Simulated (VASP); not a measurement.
# Cu16H in VASP: a series of runs, part 2 of 2

VASP 6.6.1.

### 3 Single point, optB86b-vdW

INCAR reads:

```
SYSTEM = Cu16H
AGGAC = 0.0
ALGO = Fast
EDIFF = 1E-6
ENCUT = 400
GGA = MK
ISIF = 2
ISMEAR = 1
ISYM = 0
KPAR = 4
LASPH = .TRUE.
LCHARG = .FALSE.
LREAL = Auto
LUSE_VDW = .TRUE.
LWAVE = .FALSE.
NELM = 60
PARAM1 = 0.1234
PARAM2 = 1.0
PREC = Accurate
SIGMA = 0.1
```

KPOINTS reads:

```
k-points
0
G
  6 6 1
  0 0 0
```

POSCAR reads:

```
Cu16H
1.0
    5.1053109602      0.0000000000      0.0000000000
    0.0000000000      5.1053109602      0.0000000000
    0.0000000000      0.0000000000     21.9150000000
Cu H
16 1
Direct
    0.2500000000      0.2500000000      0.1141000000
    0.7500000000      0.2500000000      0.1141000000
    0.2500000000      0.7500000000      0.1141000000
    0.7500000000      0.7500000000      0.1141000000
    0.0000000000      0.0000000000      0.1964000000
    0.5000000000      0.0000000000      0.1964000000
    0.0000000000      0.5000000000      0.1964000000
    0.5000000000      0.5000000000      0.1964000000
    0.2500000000      0.2499000000      0.2757000000
    0.7498000000      0.2503000000      0.2770000000
    0.2497000000      0.7499000000      0.2770000000
    0.7495000000      0.7501000000      0.2801000000
    0.0016000000      0.0023000000      0.3582000000
    0.4980000000      0.0012000000      0.3582000000
    0.0011000000      0.4989000000      0.3582000000
    0.4976000000      0.4977000000      0.3582000000
    0.2479000000      0.2497000000      0.3834000000
```

Potentials or basis: VASP PAW PBE potentials, release 64 (Cu, H).

The run is started by

```
cat potpaw_PBE.64/Cu/POTCAR potpaw_PBE.64/H/POTCAR > POTCAR
mpirun -np 4 vasp_std > vasp.out
```

OUTCAR:

```text
SYSTEM = Cu16H
   EDIFF = 1E-6
   ENCUT = 400
   GGA = MK
   ISIF = 2
   ISMEAR = 1
   ISYM = 0
   LASPH = .TRUE.
   LREAL = Auto
   NELM = 60
   PREC = Accurate

 ion  position               nearest neighbor table
   1  0.250  0.250  0.114-   5 2.55   6 2.55   7 2.55   8 2.55   2 2.55   3 2.55   3 2.55   2 2.55

   2  0.750  0.250  0.114-   5 2.55   6 2.55   7 2.55   8 2.55   1 2.55   4 2.55   4 2.55   1 2.55

   3  0.250  0.750  0.114-   5 2.55   6 2.55   7 2.55   8 2.55   1 2.55   4 2.55   1 2.55   4 2.55
[... 23 lines left out ...]
  15  0.001  0.499  0.358-  12 2.49  11 2.53  10 2.53  16 2.53  13 2.54   9 2.55  13 2.57  16 2.57

  16  0.498  0.498  0.358-  12 2.50  10 2.53  14 2.53  15 2.53  11 2.53   9 2.54  14 2.57  15 2.57

  17  0.248  0.250  0.383-

IMPORTANT INFORMATION: All symmetrisations will be switched off!
NOSYMM: (Re-)initialisation of all symmetry stuff for point group C_1.

----------------------------------------------------------------------------------------

                                     Primitive cell

  volume of cell :     571.1969

  direct lattice vectors                    reciprocal lattice vectors
     5.105310960  0.000000000  0.000000000     0.195874455  0.000000000  0.000000000
     0.000000000  5.105310960  0.000000000     0.000000000  0.195874455  0.000000000
     0.000000000  0.000000000 21.915000000     0.000000000  0.000000000  0.045630846

  length of vectors
     5.105310960  5.105310960 21.915000000     0.195874455  0.195874455  0.045630846

  position of ions in fractional coordinates (direct lattice)
     0.250000000  0.250000000  0.114100000
     0.750000000  0.250000000  0.114100000
     0.250000000  0.750000000  0.114100000
     0.750000000  0.750000000  0.114100000
     0.000000000  0.000000000  0.196400000
     0.500000000  0.000000000  0.196400000
[... 9 lines left out ...]
     0.497600000  0.497700000  0.358200000
     0.247900000  0.249700000  0.383400000

  ion indices of the primitive-cell ions
   primitive index   ion index
                 1           1
                 2           2
                 3           3
                 4           4
                 5           5
                 6           6
[... 9 lines left out ...]
                16          16
                17          17

----------------------------------------------------------------------------------------

 KPOINTS: k-points

Automatic generation of k-mesh.
 Grid dimensions read from file:
 generate k-points for:    6    6    1

 Generating k-lattice:

  Cartesian coordinates                     Fractional coordinates (reciprocal lattice)
     0.032645742  0.000000000  0.000000000     0.166666667  0.000000000  0.000000000
     0.000000000  0.032645742  0.000000000     0.000000000  0.166666667  0.000000000
     0.000000000  0.000000000  0.045630846     0.000000000  0.000000000  1.000000000

  Length of vectors
     0.032645742  0.032645742  0.045630846

  Shift w.r.t. Gamma in fractional coordinates (k-lattice)
     0.000000000  0.000000000  0.000000000

 Subroutine IBZKPT returns following result:
 ===========================================

 Found     20 irreducible k-points:

 Following reciprocal coordinates:
            Coordinates               Weight
  0.000000  0.000000  0.000000      1.000000
  0.166667  0.000000  0.000000      2.000000
  0.000000  0.166667  0.000000      2.000000
  0.333333  0.000000  0.000000      2.000000
  0.000000  0.333333  0.000000      2.000000
  0.500000  0.000000  0.000000      1.000000
[... 12 lines left out ...]
 -0.333333  0.500000  0.000000      2.000000
  0.500000  0.500000  0.000000      1.000000
   k-points           NKPTS =     20   k-points in BZ     NKDIM =     20   number of bands    NBANDS=    106
   number of dos      NEDOS =    301   number of ions     NIONS =     17
   total plane-waves  NPLWV = 186624
   dimension x,y,z NGX =    36 NGY =   36 NGZ =  144
   dimension x,y,z NGXF=    72 NGYF=   72 NGZF=  288
   ions per type =              16   1
   NGX,Y,Z   is equivalent  to a cutoff of  11.72, 11.72, 10.92 a.u.
   NGXF,Y,Z  is equivalent  to a cutoff of  23.45, 23.45, 21.85 a.u.
 SYSTEM =  Cu16H
   PREC   = accura    normal or accurate (medium, high low for compatibility)
   ISTART =      0    job   : 0-new  1-cont  2-samecut
   ICHARG =      2    charge: 1-file 2-atom 10-const
   ISPIN  =      1    spin polarized calculation?
   LNONCOLLINEAR =      F non collinear calculations
   LSORBIT =      F    spin-orbit coupling
   LASPH  =      T    aspherical Exc in radial PAW
   ENCUT  =  400.0 eV  29.40 Ry    5.42 a.u.   8.33  8.33 35.74*2*pi/ulx,y,z
   NELM   =     60;   NELMIN=  2; NELMDL= -5     # of ELM steps
   EDIFF  = 0.1E-05   stopping-criterion for ELM
   LREAL  =      T    real-space projection
   EDIFFG = 0.1E-04   stopping-criterion for IOM
   NSW    =      0    number of steps for IOM
   IBRION =     -1    ionic relax: 0-MD 1-quasi-New 2-CG
   NFREE  =      0    steps in history (QN), initial steepest desc. (CG)
   ISIF   =      2    stress and relaxation
   ISYM   =      0    0-nonsym 1-usesym 2-fastsym
   POTIM  = 0.5000    time-step for ionic-motion
   TEBEG  =    0.0;   TEEND  =   0.0 temperature during run
   PSTRESS=    0.0 pullay stress
   NELECT =     177.0000    total number of electrons
   NUPDOWN=      -1.0000    fix difference up-down
   EMIN   =  10.00;   EMAX   =-10.00  energy-range for DOS
   EFERMI =   0.00;   METHOD = LEGACY
   ISMEAR =     1;   SIGMA  =   0.10  broadening in eV -4-tet -1-fermi 0-gaus
   EFERMI_NEDOS =   21; number of points for ismear=-14 and -15
   IALGO  =     68    algorithm
   IMIX   =      4    mixing-type and parameters
     AMIX     =   0.40;   BMIX     =  1.00
     AMIX_MAG =   1.60;   BMIX_MAG =  1.00
  volume/ion in A,a.u.               =      33.60       226.74
  Fermi-wavevector in a.u.,A,eV,Ry     =   1.107824  2.093483 16.698066  1.227273
  Thomas-Fermi vector in A             =   2.244343
   LORBIT       =      0    0 simple, 1 ext, 2 COOP (PROOUT), +10 PAW based schemes
   GGA     = MK    functional components
   LHFCALC =     F    Hartree Fock is set to
   AEXX    =    0.0000 exact exchange contribution
   IVDW_NL    =     1    kernel type
   BPARAM     = 6.3000
   IVDW    =     0    specifies the selected vdW correction
   LEPSILON=     F    determine dielectric tensor
   LRPA    =     F    only Hartree local field effects (RPA)
 non-spin polarized calculation
 RMM-DIIS sequential band-by-band and
 Methfessel and Paxton  Order N= 1 SIGMA  =   0.10
  energy-cutoff  :      400.00
  volume of cell :      571.20
 maximum number of plane-waves:     10427
 NGX is ok and might be reduce to    36
   NGX = 17   NGY = 17   NGZ = 71

 number of electron     177.0000292 magnetization

 Free energy of the ion-electron system (eV)
  ---------------------------------------------------
  ext. energy  EPLUGINS =         0.00000000
  ---------------------------------------------------
  free energy    TOTEN  =       -12.45992786 eV

  energy without entropy =      -12.46172148  energy(sigma->0) =      -12.46052573

 E-fermi :  -0.6368     XC(G=0):  -5.6742

 val. band max:       -0.6396249057   @ k =   0.0000   0.3333   0.0000
 cond. band min:      -0.6276761080   @ k =   0.0000   0.0000   0.0000
 fundamental gap:      0.0119487977
 Fermi energy:        -0.6368337866

 k-point     1 :       0.0000    0.0000    0.0000
  band No.  band energies     occupation
      1      -9.6116      2.00000
      2      -8.3039      2.00000
      3      -6.6887      2.00000
      4      -5.6606      2.00000
      5      -5.6324      2.00000
      6      -5.5797      2.00000
[... 2049 lines left out ...]
     99       4.3636      0.00000
    100       4.3907      0.00000
 [bands above 100 left out]

------------------------ aborting loop because EDIFF is reached ----------------------------------------

  FORCE on cell =-STRESS in cart. coord.  units (eV):
  Direction    XX          YY          ZZ          XY          YZ          ZX
  --------------------------------------------------------------------------------------
  -------------------------------------------------------------------------------------
  Total       -7.4135582     -7.4137191     -1.5503755      0.0034009      0.0004481      0.0342446
  in kB      -20.7946403    -20.7950916     -4.3487216      0.0095395      0.0012570      0.0960544
  external PRESSURE =     -15.3128178 kB  Pullay stress =       0.0000000 kB

 VOLUME and BASIS-vectors are now :
 -----------------------------------------------------------------------------
  energy-cutoff  :      400.00
  volume of cell :      571.20
      direct lattice vectors                 reciprocal lattice vectors
     5.105310960  0.000000000  0.000000000     0.195874455  0.000000000  0.000000000
     0.000000000  5.105310960  0.000000000     0.000000000  0.195874455  0.000000000
     0.000000000  0.000000000 21.915000000     0.000000000  0.000000000  0.045630846

 POSITION                                       TOTAL-FORCE (eV/Angst)
 -----------------------------------------------------------------------------------
      1.27633      1.27633      2.50050         0.000709      0.000138      0.228103
      3.82898      1.27633      2.50050        -0.000827     -0.000013      0.180639
      1.27633      3.82898      2.50050         0.000856     -0.000083      0.180611
      3.82898      3.82898      2.50050        -0.000999     -0.000064      0.201972
      0.00000      0.00000      4.30411        -0.078100     -0.073066     -0.270316
      2.55266      0.00000      4.30411         0.072891     -0.075953     -0.273387
[... 9 lines left out ...]
      2.54040      2.54091      7.84995         0.012649      0.015356      0.037167
      1.26561      1.27480      8.40221         0.008381      0.001927      0.029015
 -----------------------------------------------------------------------------------
    total drift:                                0.002092     -0.000206      0.020053

  FREE ENERGIE OF THE ION-ELECTRON SYSTEM (eV)
  ---------------------------------------------------
  free  energy   TOTEN  =       -12.4599278553 eV

  energy  without entropy=      -12.4617214839  energy(sigma->0) =      -12.46052573

Total vdW correction in eV:     35.6989980
```

Run time: 11 min. Hardware: 4 MPI ranks of Intel Xeon Platinum 8488C (Sapphire Rapids), shared host; peak memory 1.6 GiB.

Results:

```yaml
Free_energy: -12.4599 eV
Largest_force: 0.295 eV/Å
Band_gap_on_the_k_mesh: none (metal or under the smearing width)
```

Forces on the atoms (eV/Å):
```
Cu   0.001  0.000  0.228
Cu  -0.001  0.000  0.181
Cu   0.001  0.000  0.181
Cu  -0.001  0.000  0.202
Cu  -0.078 -0.073 -0.270
Cu   0.073 -0.076 -0.273
Cu  -0.077  0.074 -0.272
Cu   0.072  0.077 -0.275
Cu  -0.005  0.002 -0.013
Cu   0.001 -0.009  0.039
Cu  -0.002  0.002  0.038
Cu   0.008  0.002  0.062
Cu  -0.016 -0.015  0.034
Cu   0.010 -0.004  0.037
Cu  -0.007  0.003  0.037
Cu   0.013  0.015  0.037
H    0.008  0.002  0.029
```

Caveat: the PAW data sets were made with another functional, which shifts forces and pressure a little.

### 4 Single point, rev-vdW-DF2

Edit INCAR of step 3 so:

```diff
@@ -17,4 +17,5 @@
 PARAM1 = 0.1234
-PARAM2 = 1.0
+PARAM2 = 0.711357
 PREC = Accurate
 SIGMA = 0.1
+ZAB_VDW = -1.8867
```

KPOINTS is that of step 3.

POSCAR is that of step 3.

The run is started by

```
cat potpaw_PBE.64/Cu/POTCAR potpaw_PBE.64/H/POTCAR > POTCAR
mpirun -np 4 vasp_std > vasp.out
```

Run time: 13 min. Hardware: 4 MPI ranks of Intel Xeon Platinum 8488C (Sapphire Rapids), shared host; peak memory 1.6 GiB.

It converged, with:

```yaml
Free_energy: -17.2819 eV
Largest_force: 0.291 eV/Å
Band_gap_on_the_k_mesh: none (metal or under the smearing width)
```

Forces in eV/Å, atoms in the order of the input:
```
Cu   0.001  0.000  0.201
Cu  -0.001  0.000  0.153
Cu   0.001  0.000  0.153
Cu  -0.001  0.000  0.173
Cu  -0.078 -0.073 -0.267
Cu   0.073 -0.076 -0.270
Cu  -0.077  0.074 -0.268
Cu   0.072  0.076 -0.271
Cu  -0.005  0.002 -0.021
Cu   0.001 -0.009  0.039
Cu  -0.002  0.002  0.038
Cu   0.008  0.002  0.064
Cu  -0.015 -0.014  0.060
Cu   0.009 -0.003  0.063
Cu  -0.005  0.002  0.063
Cu   0.011  0.014  0.063
H    0.008  0.002  0.028
```

Levels at points of the mesh, in eV from the Fermi level:
| k point | band 86 | band 87 | band 88 | band 89 | band 90 | band 91 | band 92 | band 93 |
| --- | --- | --- | --- | --- | --- | --- | --- | --- |
| (0.00, 0.00, 0.00) | -0.41 | -0.41 | -0.32 | -0.26 | -0.05 | 0.01 | 0.01 | 1.09 |
| (0.50, 0.00, 0.00) | -1.05 | 0.29 | 0.64 | 0.69 | 0.71 | 0.89 | 1.27 | 1.56 |
| (0.00, 0.50, 0.00) | -1.05 | 0.29 | 0.64 | 0.69 | 0.71 | 0.89 | 1.27 | 1.56 |
| (0.50, 0.50, 0.00) | -1.21 | -1.21 | -1.15 | -0.19 | 0.28 | 0.28 | 0.34 | 2.15 |

Caveat: the PAW data sets were made with another functional, which shifts forces and pressure a little.

### 5 Overview

| level | gap on the mesh (eV) | largest force (eV/Å) |
| --- | --- | --- |
| PBE+D3(BJ) | none | 0.26 |
| optB86b-vdW | none | 0.29 |
| rev-vdW-DF2 | none | 0.29 |

Alike in all rows: task single point; potentials or basis VASP PAW PBE potentials, release 64 (Cu, H); no spin polarisation; cell as given; k mesh 6 × 6 × 1; cutoff (eV) 400; smearing methfessel-paxton 0.1 eV.

Every run on the cell as given and a fine mesh finds a metal.

Caveats: the PAW data sets were made with another functional, which shifts forces and pressure a little (some runs).

Total energies depend on the potentials used, so only differences within one code and one set of settings carry meaning.
